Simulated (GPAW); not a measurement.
A run of GPAW 26.7.0 is set up as follows.

File run.py:

```python
from ase import Atoms
from ase.dft.bandgap import bandgap
from ase.io import write
from ase.units import GPa
from gpaw import GPAW, PW

atoms = Atoms(['Mo', 'S', 'S'],
              cell=[[3.1841260822, 0.0, 0.0],
                    [-1.5920630411, 2.757534076, 0.0],
                    [0.0, 0.0, 17.33459995]],
              scaled_positions=[[0.0, 0.0, 0.0],
                                [0.3333333333, 0.6666666667, 0.91050702],
                                [0.3333333333, 0.6666666667, 0.08949298]],
              pbc=True)

calc = GPAW(mode=PW(600),
            xc='LDA',
            kpts={'size': (8, 8, 2), 'gamma': True},
            occupations={'name': 'fermi-dirac', 'width': 0.05},
            nbands=25,
            convergence={'density': 1e-05, 'energy': 1e-05},
            maxiter=150,
            txt='gpaw.txt')
atoms.calc = calc
energy = atoms.get_potential_energy()
forces = atoms.get_forces()
stress = atoms.get_stress()
calc.write('gs.gpw')
write('result.traj', atoms)
print(f'Energy: {energy:.6f} eV')
print('Forces (eV/A):')
print(forces.round(4))
print('Stress (GPa):', (stress / GPa).round(3))
print('Fermi level:', round(calc.get_fermi_level(), 4), 'eV')
print(f'Gap: {bandgap(calc)[0]:.4f} eV, direct: {bandgap(calc, direct=True)[0]:.4f} eV')

path = atoms.cell.bandpath('GMKGALHA,LM,KH', npoints=80, eps=1e-4)
bs_calc = calc.fixed_density(kpts=path, symmetry='off', nbands=49,
                             convergence={'bands': 'CBM+6.0', 'eigenstates': 1e-6}, txt='bands.txt')
bs = bs_calc.band_structure()
bs.write('bs.json')
print(f'Gap on the path: {bandgap(bs_calc)[0]:.4f} eV')
```

Potentials or basis: the program's PAW data sets (release 1.2.1) made for this functional, pw.

Run with:

```bash
$ OMP_NUM_THREADS=1 python run.py
```

**Question.** Estimate the largest force.

**Answer.** 0.440 eV/Å.

**Question.** What does it give for the band gap on the k mesh?

**Answer.** 1.75 eV, indirect (least direct gap 1.96 eV).

**Question.** Predict the band gap along the path.

**Answer.** 1.57 eV, indirect (least direct gap 1.64 eV).

Forces in eV/Å, atoms in the order of the input:
```
Mo   0.000  0.000  0.000
S    0.000  0.000  0.440
S    0.000  0.000 -0.440
```

Expect the measured gap to be larger: semilocal functionals such as LDA lack the derivative discontinuity.
